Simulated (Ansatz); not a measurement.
CsCl, CsCl type, relaxed with r2SCAN: 5 runs in the PAW code Ansatz, each a calculation of independent-particle optics. It is cubic, Pm-3m (No. 221); conventional cell a = 4.141 Å, 35.50 Å³ an atom. Cs has 8 Cl at 3.59 Å; Cl has 8 Cs at 3.59 Å. Spin-unpolarised throughout; all numbers are computed.

```yaml
crystal:
  lattice:
    - [4.14068, 0.00000, 0.00000]
    - [0.00000, 4.14068, 0.00000]
    - [0.00000, 0.00000, 4.14068]
  atoms:
    - { symbol: Cs, position: [0.00000, 0.00000, 0.00000] }
    - { symbol: Cl, position: [0.50000, 0.50000, 0.50000] }
```

On meshes this coarse, single peaks can be features of the mesh. No local fields, no excitons; the zone sum runs over the cells of the mesh, and ε∞ includes the bands left out of the spectrum. Up to four peaks are listed, those above 15 % of the tallest and inside the complete range; the four can differ from row to row. Rows marked drawn have settings drawn at random (some not listed).

```csv
functional,k mesh,broadening (eV),scissors (eV),range (eV),settings,direct gap on the mesh before scissors (eV),ε∞ xx,ε∞ yy,ε∞ zz,complete up to (eV),tallest peaks of mean ε₂ (eV)
PBE,6×6×6,0.1,0.00,0–20,chosen,5.21,3.09,3.09,3.09,20.0,7.30 8.90 12.15 13.30
r2SCAN,6×6×6,0.1,0.00,0–20,chosen,5.91,2.89,2.89,2.89,20.0,8.00 9.55 12.85 14.10
PBEsol,4×4×4,0.4,0.60,0–15,drawn,5.00,3.04,3.04,3.04,15.0,7.60 9.30 12.70 13.70
LDA,6×6×6,0.03,0.60,0–6,drawn,4.79,3.10,3.10,3.10,6.0,none
```

Q: Estimate from these rows what the further settings give.

| functional | k mesh | broadening (eV) | scissors (eV) | range (eV) | settings |
| --- | --- | --- | --- | --- | --- |
| PBE | 6×6×6 | 0.1 | 1.31 (to HSE06) | 0–20 | chosen |

A:

| functional | k mesh | broadening (eV) | scissors (eV) | range (eV) | settings | direct gap on the mesh before scissors (eV) | ε∞ xx | ε∞ yy | ε∞ zz | complete up to (eV) | tallest peaks of mean ε₂ (eV) |
| --- | --- | --- | --- | --- | --- | --- | --- | --- | --- | --- | --- |
| PBE | 6×6×6 | 0.1 | 1.31 (to HSE06) | 0–20 | chosen | 5.21 | 2.85 | 2.85 | 2.85 | 20.0 | 8.60 10.20 13.50 14.60 |

The runs are scalar-relativistic, without spin-orbit coupling.
